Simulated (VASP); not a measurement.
LiCl:

```
Cl Li
1.0
     0.00000    2.56477    2.56477
     2.56477    0.00000    2.56477
     2.56477    2.56477    0.00000
Cl Li
1 1
Direct
  0.50000 0.50000 0.50000
  0.00000 0.00000 0.00000
```

Program: VASP 6.6.1. Alike in all runs: task band structure; potentials or basis VASP PAW PBE potentials, release 64 (Cl, Li_sv); no spin polarisation; cell as given; cutoff (eV) 520; smearing gaussian 0.02 eV.

Question: Order these runs on this cell by their band gap on the k mesh, lowest first.
A. level r2SCAN; k mesh 10 × 10 × 10
B. level PBE; k mesh 10 × 10 × 10
C. level PBE0; k mesh 6 × 6 × 6; grid for exact exchange (PRECFOCK) Fast; exchange at q = 0 truncated
D. level HSE06; k mesh 6 × 6 × 6; grid for exact exchange (PRECFOCK) Fast; screening parameter 0.2 1/A
E. level PBEsol; k mesh 10 × 10 × 10

Answer: E (6.14 eV), B (6.34 eV), A (7.30 eV), D (7.75 eV), C (8.45 eV).

A k mesh can miss the band edges.

Not every run made on this cell is shown here.
